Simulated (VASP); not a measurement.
**CaSe in VASP: one cell, several levels of theory**

Rocksalt CaSe, under -3.5 % strain along z alone is computed at one geometry. Runs: PBE, r2SCAN.

Code: VASP 6.6.1. PAW datasets, plane waves. The values are computed, spin-unpolarised, and not measurements.

### Step 1. Starting point

The cell comes from an earlier relaxation with r2SCAN in another program, then strained, with the atoms relaxed again.

Space group I4/mmm (No. 139), tetragonal; conventional cell a = 4.197 Å, c = 5.730 Å, 25.23 Å³ an atom. Around Ca lie 6 Se at 2.86–2.97 Å; around Se lie 6 Ca at 2.86–2.97 Å.

As a file:

```xyz
2
Lattice="0.0000 2.9675 2.8649 2.9675 0.0000 2.8649 2.9675 2.9675 0.0000" Properties=species:S:1:pos:R:3 pbc="T T T"
Ca    0.0000    0.0000    0.0000
Se    2.9675    2.9675    2.8649
```

### Step 2. PBE at this geometry

File INCAR:

```
ENCUT = 520.000000
SIGMA = 0.020000
EDIFF = 1.00e-07
GGA = PE
PREC = Accurate
IBRION = -1
ISIF = 2
ISMEAR = -1
NBANDS = 15
NELM = 120
NSW = 0
LASPH = .TRUE.
LCHARG = .TRUE.
LELF = .TRUE.
LWAVE = .FALSE.
LREAL = .FALSE.
```

File KPOINTS:

```
KPOINTS created by Atomic Simulation Environment
0
Gamma
8 8 8
0 0 0
```

File KPOINTS_OPT:

```
special points
6
Reciprocal
0.0000000000 0.0000000000 0.0000000000 1
0.5000000000 0.0000000000 0.5000000000 1
0.6250000000 0.2500000000 0.6250000000 1
0.3750000000 0.3750000000 0.7500000000 1
0.5000000000 0.5000000000 0.5000000000 1
0.5000000000 0.2500000000 0.7500000000 1
```

File POSCAR:

```
Ca Se
 1.0000000000000000
     0.0000000000000000    2.9675351259000000    2.8648584105000001
     2.9675351259000000    0.0000000000000000    2.8648584105000001
     2.9675351259000000    2.9675351259000000    0.0000000000000000
 Ca  Se
   1   1
Cartesian
  0.0000000000000000  0.0000000000000000  0.0000000000000000
  2.9675351258999996  2.9675351258999996  2.8648584104999997
```

Potentials: the recommended PBE PAW datasets, 16 valence electrons in the neutral cell.

The run is started by

```sh
$ mpirun -np 1 vasp_std
```

### Step 3. r2SCAN

File INCAR:

```
ENCUT = 520.000000
SIGMA = 0.010000
EDIFF = 1.00e-07
ALGO = Normal
METAGGA = R2SCAN
PREC = Accurate
IBRION = -1
ISIF = 2
ISMEAR = 0
NBANDS = 15
NELM = 120
NSW = 0
LASPH = .TRUE.
LCHARG = .FALSE.
LWAVE = .FALSE.
LREAL = .FALSE.
```

KPOINTS is that of step 2.

KPOINTS_OPT is that of step 2.

POSCAR is that of step 2.

**Question.** What will these runs give? Wanted: for each run, gap; pressure.

**Answer**, as computed:

| level | gap (eV) | pressure (GPa) |
| --- | --- | --- |
| PBE | 1.93 | 2.83 |
| r2SCAN | 2.39 | 2.41 |

**Reading.** The gap spans 1.93 eV (PBE) to 2.39 eV (r2SCAN).
